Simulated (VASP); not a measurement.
A run of VASP 6.6.1:

File INCAR:

```
  PREC = Accurate
  ENCUT = 520
  EDIFF = 1E-6
  ISMEAR = -1
  SIGMA = 0.05
  LREAL = F
  LASPH = T
  NELM = 150
  ALGO = Normal
  ISIF = 2
  LWAVE = F
  LCHARG = T
  ISPIN = 2
  MAGMOM = 4.5 4.5 0 0 0 0
  LORBIT = 11
  LMAXMIX = 4
  GGA = PE
  LELF = T
  LVHAR = T
  NBANDS = 37
```

KPOINTS

```
regular mesh
0
Gamma
  6 6 9
```

File POSCAR:

```
CrO2
1.0
    4.4210000000      0.0000000000      0.0000000000
    0.0000000000      4.4210000000      0.0000000000
    0.0000000000      0.0000000000      2.9170000000
Cr O
2 4
Direct
    0.5000000000      0.5000000000      0.5000000000
    0.0000000000      0.0000000000      0.0000000000
    0.8010000000      0.1990000000      0.5000000000
    0.6990000000      0.6990000000      0.0000000000
    0.1990000000      0.8010000000      0.5000000000
    0.3010000000      0.3010000000      0.0000000000
```

Potentials or basis: VASP PAW PBE potentials, release 64 (Cr_pv, O).

Launch:

```bash
$ cat potpaw_PBE.64/Cr_pv/POTCAR potpaw_PBE.64/O/POTCAR > POTCAR
$ mpirun -np 1 vasp_std > vasp.out
```

Hardware: 1 thread of Intel(R) Xeon(R) 6975P-C (Granite Rapids) (shared host).

Q: How long does it take, and how much memory?

A: Wall time 83 s on 1 thread of Intel(R) Xeon(R) 6975P-C (Granite Rapids) (shared host), peak memory 0.29 GiB. Counts: scf iterations 17, k points 50.
